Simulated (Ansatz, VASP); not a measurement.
## Two plane-wave programs on SnSe

```xyz
2
Lattice="0.0000 2.6877 2.6877 2.6877 0.0000 2.6877 2.6877 2.6877 0.0000" Properties=species:S:1:pos:R:3 pbc="T T T"
Sn    0.0000    0.0000    0.0000
Se    2.6877    2.6877    2.6877
```

Alike in both runs: functional LDA; k mesh 8 × 8 × 8; no spin polarisation.

Ansatz relaxed the structure, and its values are those at the end. VASP's run is a single point on that final structure, the one shown.

```csv
,VASP,Ansatz
version,VASP 6.6.1,Ansatz 0.2.0
potentials or method,"VASP PAW LDA potentials, release 64 (Sn_d, Se)","scalar-relativistic, plane waves, PAW"
plane-wave cutoff (eV),520,420
occupations,"gaussian, width 0.01 eV",fixed
valence electrons in the cell,20,30
```

|  | VASP | Ansatz | Ansatz less VASP |
| --- | --- | --- | --- |
| gap on the k mesh at the Fermi level (eV) | 0.18 | 0.21 | +0.027 |
| least direct gap on the mesh (eV) | 0.31 | 0.31 | +0.004 |

The two sets of potentials don't hold the same shells in valence.

Caveats: spin-orbit coupling is left out, which moves the levels of the heavy elements.
